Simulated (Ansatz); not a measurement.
## Molecular dynamics of Si₁₆O

Input file:

```yaml
accuracy: low
crystal:
  lattice:
    - [0.0, 5.43, 5.43]
    - [5.43, 0.0, 5.43]
    - [5.43, 5.43, 0.0]
  atoms:
    - { symbol: Si, position: [-0.00952161, -0.00713959, -0.00869683] }
    - { symbol: Si, position: [0.1159503, 0.11483908, 0.11653626] }
    - { symbol: Si, position: [0.00404121, 0.00259529, 0.49270118] }
    - { symbol: Si, position: [0.14386509, 0.14465313, 0.58138159] }
    - { symbol: Si, position: [0.0039856, 0.49044752, 0.00424416] }
    - { symbol: Si, position: [0.14478836, 0.58021667, 0.14435024] }
    - { symbol: Si, position: [-0.03086634, 0.51744456, 0.517302] }
    - { symbol: Si, position: [0.11402302, 0.62952685, 0.63085743] }
    - { symbol: Si, position: [0.49203691, 0.0026013, 0.0043243] }
    - { symbol: Si, position: [0.58083209, 0.14515219, 0.14357027] }
    - { symbol: Si, position: [0.51683473, -0.029012, 0.51676972] }
    - { symbol: Si, position: [0.6300492, 0.1144379, 0.63028457] }
    - { symbol: Si, position: [0.51740319, 0.51798833, -0.03192073] }
    - { symbol: Si, position: [0.63074123, 0.62962907, 0.11365679] }
    - { symbol: Si, position: [0.48816451, 0.48854407, 0.48780369] }
    - { symbol: Si, position: [0.61225735, 0.61449086, 0.61102708] }
    - { symbol: O, position: [0.29725255, 0.29844707, 0.29727538] }
magnetization:
  spin_polarized: true
basis:
  ecutwfc: 420.0
kpoints:
  mp_grid: { grid: [2, 2, 2] }
hamiltonian:
  xc: pbe
  pseudopotentials: { kind: paw, azcp: { folder: soft_1 } }
scf:
  occupations: { method: fermi_dirac, width: 0.02 }
  lower_state_search: "off"
md:
  timestep: 1
  n_steps: 140
  ensemble: nvt_langevin
  temperature: 1200.0
  initial_velocities: maxwell_boltzmann
  seed: 346624
  friction: 0.005
```

Command:

```bash
$ ansatz run input.yaml --threads 1 --pin off --max-ram 3072MiB --backend cpu --events-out ev --progress --plain --runs-dir out
```

It starts from a relaxed structure.

Output, in part (step lines):

```
md step     0: t =     0.00 fs  T =  1129.4 K  F+E_penalty+E_count = -10736.64790130 eV  E_kin = 2.481792 eV  (13 SCF iters)
md step     1: t =     1.00 fs  T =  1120.1 K  F+E_penalty+E_count = -10736.63340354 eV  E_kin = 2.461349 eV  (7 SCF iters)
md step     2: t =     2.00 fs  T =  1064.5 K  F+E_penalty+E_count = -10736.58910907 eV  E_kin = 2.339176 eV  (6 SCF iters)
md step     3: t =     3.00 fs  T =  1053.3 K  F+E_penalty+E_count = -10736.51615003 eV  E_kin = 2.314507 eV  (7 SCF iters)
md step     4: t =     4.00 fs  T =  1009.4 K  F+E_penalty+E_count = -10736.41692161 eV  E_kin = 2.218086 eV  (6 SCF iters)
md step     5: t =     5.00 fs  T =   904.7 K  F+E_penalty+E_count = -10736.29728106 eV  E_kin = 1.987913 eV  (6 SCF iters)
md step     6: t =     6.00 fs  T =   844.3 K  F+E_penalty+E_count = -10736.16159606 eV  E_kin = 1.855219 eV  (6 SCF iters)
md step     7: t =     7.00 fs  T =   732.4 K  F+E_penalty+E_count = -10736.01620557 eV  E_kin = 1.609307 eV  (6 SCF iters)
[... lines left out ...]
md step   139: t =   139.00 fs  T =   656.2 K  F+E_penalty+E_count = -10735.27532359 eV  E_kin = 1.441984 eV  (6 SCF iters)
md step   140: t =   140.00 fs  T =   657.9 K  F+E_penalty+E_count = -10735.24462202 eV  E_kin = 1.445722 eV  (6 SCF iters)
```

The steps, from the saved trajectory:

| time (fs) | T (K) | potential energy less start (eV) |
| --- | --- | --- |
| 0 | 1129 | 0.000 |
| 4 | 1009 | 0.231 |
| 8 | 706 | 0.784 |
| 12 | 414 | 1.384 |
| 16 | 264 | 1.735 |
| 20 | 279 | 1.810 |
| 24 | 374 | 1.595 |
| 28 | 513 | 1.247 |
| 32 | 678 | 0.961 |
| 36 | 703 | 0.815 |
| 40 | 676 | 0.860 |
| 44 | 581 | 1.047 |
| 48 | 510 | 1.259 |
| 52 | 411 | 1.421 |
| 56 | 445 | 1.412 |
| 60 | 581 | 1.245 |
| 64 | 613 | 1.095 |
| 68 | 650 | 1.021 |
| 72 | 681 | 1.103 |
| 76 | 537 | 1.334 |
| 80 | 458 | 1.580 |
| 84 | 441 | 1.674 |
| 88 | 451 | 1.577 |
| 92 | 555 | 1.330 |
| 96 | 685 | 1.109 |
| 100 | 791 | 1.007 |
| 104 | 829 | 1.088 |
| 108 | 665 | 1.285 |
| 112 | 547 | 1.436 |
| 116 | 517 | 1.466 |
| 120 | 545 | 1.376 |
| 124 | 638 | 1.280 |
| 128 | 702 | 1.237 |
| 132 | 737 | 1.256 |
| 136 | 730 | 1.301 |
| 140 | 658 | 1.403 |

All steps were run. The mean temperature of the second half is 48 % below the set value. A run of 0.14 ps of so small a system gives no equilibrium averages. Limits of this set-up: coarse k mesh, a small cell, in which the defect meets its images, low accuracy level.

Mean squared displacements from the first frame to the last, about the centre of mass: Si 0.05 Å², O 0.10 Å².

Last frame:

```xyz
17
Lattice="0.0000 5.4300 5.4300 5.4300 0.0000 5.4300 5.4300 5.4300 0.0000" Properties=species:S:1:pos:R:3
Si 0.025 -0.201 -0.066
Si 1.225 1.360 1.298
Si 2.898 2.870 0.077
Si 4.150 4.153 1.549
Si 2.672 0.007 2.678
Si 3.987 1.353 4.123
Si 5.607 2.642 2.796
Si 6.765 4.064 4.027
Si -0.270 2.418 2.653
Si 1.421 3.665 3.812
Si 2.573 5.377 2.715
Si 3.792 6.768 4.069
Si 2.538 2.371 5.710
Si 3.945 4.001 6.830
Si 5.092 5.418 5.378
Si 6.540 6.551 6.942
O 3.075 3.277 3.575
```

The run took 17 min on 1 thread of Arm Neoverse V1 (shared host), peak memory 0.62 GiB.
